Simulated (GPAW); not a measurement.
Crystal: NaF (Villiaumite).

```
Na F
1.0
     0.00000    2.32000    2.32000
     2.32000    0.00000    2.32000
     2.32000    2.32000    0.00000
Na F
1 1
Cartesian
  0.0000 0.0000 0.0000
  2.3200 2.3200 2.3200
```

Base run:

- Program: GPAW 26.7.0
- Functional: GLLB-SC
- Potentials or basis: the program's PAW data sets (release 1.2.1) made for this functional
- Cutoff: 650 eV
- Basis: pw
- k mesh: 8 × 8 × 8
- Occupations: fermi-dirac, width 0.05 eV
- Spin: no spin polarisation

Its results: band gap on the k mesh, kohn-sham part alone 8.68 eV, direct.

Problem. After a change of settings the same cell gave: band gap on the k mesh with the derivative discontinuity 12.28 eV. Which change was it?
A. functional from GLLB-SC to LDA; cutoff from 650 eV to 600 eV; occupations from fermi-dirac, width 0.05 eV to fermi-dirac, width 0.001 eV
B. cutoff from 650 eV to 800 eV
C. functional from GLLB-SC to optPBE-vdW; potentials or basis from the program's PAW data sets (release 1.2.1) made for this functional to GPAW PAW data sets (gpaw-data 1.2.1); cutoff from 650 eV to 800 eV
D. functional from GLLB-SC to vdW-DF2; potentials or basis from the program's PAW data sets (release 1.2.1) made for this functional to GPAW PAW data sets (gpaw-data 1.2.1); cutoff from 650 eV to 800 eV

Solution. B.

Caveats: a model potential gives levels but no total energy; the GLLB-SC gap is the Kohn-Sham gap of the path plus the derivative discontinuity (some runs).

Not every run made on this cell is shown here.
